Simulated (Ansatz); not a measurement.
System: cubic perovskite BaSnO3. Method: BLYP (PAW; Ansatz, a program for electronic structure).

Settings: plane-wave cutoff 520 eV, 8×8×8 k mesh, Fermi–Dirac smearing 0.01 eV, scalar-relativistic PAW data made under PBE.

A third-order Birch–Murnaghan fit to the energies gives V0 = 15.114 Å³/atom, B0 = 119 GPa, B′ = 5.2.

| V (Å³/atom) | P (GPa) |
|---|---|
| 14.195 | 8.81 |
| 14.497 | … |
| 14.799 | 2.63 |
| 15.101 | 0.07 |
| 15.403 | … |
| 15.706 | -4.14 |
| 16.008 | … |

### Question
Estimate the withheld pressures from this fit; the answers are the runs' own values.

### Answer

- 14.497, P (GPa): 5.53
- 15.403, P (GPa): -2.13
- 16.008, P (GPa): -5.92

The formula P = (3/2) B0 (x^(7/3) − x^(5/3)) [1 + (3/4)(B′ − 4)(x^(2/3) − 1)] with x = V0/V meets the computed pressures within 0.04 GPa when these rounded values are put in.

Measured, for comparison: equilibrium volume per atom 13.95 Å³/atom (temperature not stated, not corrected to a static lattice; as tabulated in Lee et al. (2017), arXiv:1707.09778). Computed (rounded) less measured: equilibrium volume per atom +8.3 %.

Spin–orbit coupling is not included.
